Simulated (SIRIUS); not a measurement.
Runs of SIRIUS 7.10.0 on C. The typed cell holds 4 atoms: a = 2.456 Å, b = 2.456 Å, c = 6.696 Å, α = 90.00°, β = 90.00°, γ = 120.00°. 

```csv
potentials or basis,cutoff (eV),radial cutoff for the potentials' integrals,gap on the mesh (eV),pressure (GPa),largest force (eV/Å)
PseudoDojo 0.4.1 PBE standard (scalar relativistic),1127,6.5 bohr,none,13.1,10.59
GBRV 1.5 PBE (ultrasoft),557,-,none,12.9,10.73
SPMS 1.0 PBE (norm-conserving),1127,6.5 bohr,none,13.1,10.59
"in-house norm-conserving set, PBE (scalar relativistic)",1127,6.5 bohr,none,12.9,(a)
PseudoDojo 0.4 PBE stringent (scalar relativistic),1127,6.5 bohr,none,13.1,10.59
```

Alike in all rows: task single point; level PBE; no spin polarisation; cell atom 3 moved 0.75 Å; k mesh 8 × 8 × 3; smearing fermi-dirac 0.05 eV; the mesh is coarse, so values aren't converged.

Fill in the values left out.

(a) 10.56.

Caveats: all runs use coarse meshes; forces of over 1 eV/Å show positions far from the minimum, so gaps and moduli don't describe the material at rest.

A gap of «none» marks a metal or a gap under the smearing width.
